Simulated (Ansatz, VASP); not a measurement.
One calculation of GaN, two programs

```
Ga N
1.0
     0.00000    2.10852    2.10852
     2.10852    0.00000    2.10852
     2.10852    2.10852    0.00000
Ga N
1 1
Direct
  0.50000 0.50000 0.50000
  0.00000 0.00000 0.00000
```

Measurements of this composition are mostly on another form, of space group No. 186.

Alike in both runs: task single point; functional PBE; k mesh 8 × 8 × 8; no spin polarisation.

|  | VASP | Ansatz |
| --- | --- | --- |
| version | VASP 6.6.1 | Ansatz 0.2.0 |
| potentials or method | VASP PAW PBE potentials, release 64 (Ga_d, N) | plane waves, PAW |
| plane-wave cutoff (eV) | 520 | 420 |
| occupations | gaussian, width 0.01 eV | fixed |
| valence electrons in the cell | 18 | 18 |

```csv
,VASP,Ansatz,Ansatz less VASP
gap on the k mesh at the Fermi level (eV),0.65,0.66,+0.010
pressure (GPa),9.1,8.2,-0.85
```

A k mesh can miss the band edges.
